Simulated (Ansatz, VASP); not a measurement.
**One calculation of B, two programs**

```
B
1.0
     3.15419   -0.14468    0.17760
    -0.12998    5.38216   -0.47050
     0.17837   -0.46617    3.49711
B
8
Direct
  0.12204 0.06329 0.06053
  0.87802 0.93670 0.43950
  0.87796 0.43670 0.93947
  0.12197 0.56330 0.56050
  0.64429 0.11987 0.89091
  0.35575 0.88014 0.60911
  0.35571 0.38013 0.10909
  0.64425 0.61986 0.39090
```

Change from the starting cell: simple cubic type (Pm-3m, No. 221); cell x8, atoms moved at random (sigma 0.15 Å) and cell strained at random (1.5 %), then relaxed without symmetry.

Alike in both runs: functional PBEsol; k mesh 6 × 6 × 6; occupations gaussian, width 0.1 eV; no spin polarisation.

Ansatz relaxed the structure, and its values are those at the end. VASP's run is a single point on that final structure, the one shown.

```csv
,VASP,Ansatz
version,VASP 6.6.1,Ansatz 0.2.0
potentials or method,"VASP PAW PBE potentials, release 64 (B)","scalar-relativistic, plane waves, PAW"
plane-wave cutoff (eV),520,420
valence electrons in the cell,24,24
```

```tsv
	VASP	Ansatz	Ansatz less VASP
gap on the k mesh at the Fermi level (eV)	none	none	-
pressure (GPa)	0.3	0.0	-0.30
rms of the force components (eV/Å)	0.004	0.002	-0.0021
```

A gap of «none» marks a metal or a gap that the smearing closes.

Caveats: the PAW data sets were made with another functional, which shifts forces and pressure a little (VASP).
